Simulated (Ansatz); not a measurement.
The parent structure is GeTe (space group R3m, No. 160; a = 4.227 Å, c = 10.920 Å (hexagonal axes)).

Computed with PBE (Ansatz, an electronic-structure program, PAW, scalar-relativistic without spin-orbit coupling).

Base values:

```
Item                    Value
-------------------  --------
c/a ratio               2.584
Lattice parameter a  422.7 pm
```

Now apply this change: a negative pressure, −2 GPa.

Predict the new c/a ratio and lattice parameter a.

The c/a ratio grows by 0.203, from 2.584 to 2.787; the lattice parameter a grows by 4.56 pm, from 422.7 pm to 427.2 pm.

Load acts through the strain it causes; cell and atoms are relaxed under it. No phonon test of stability was made.
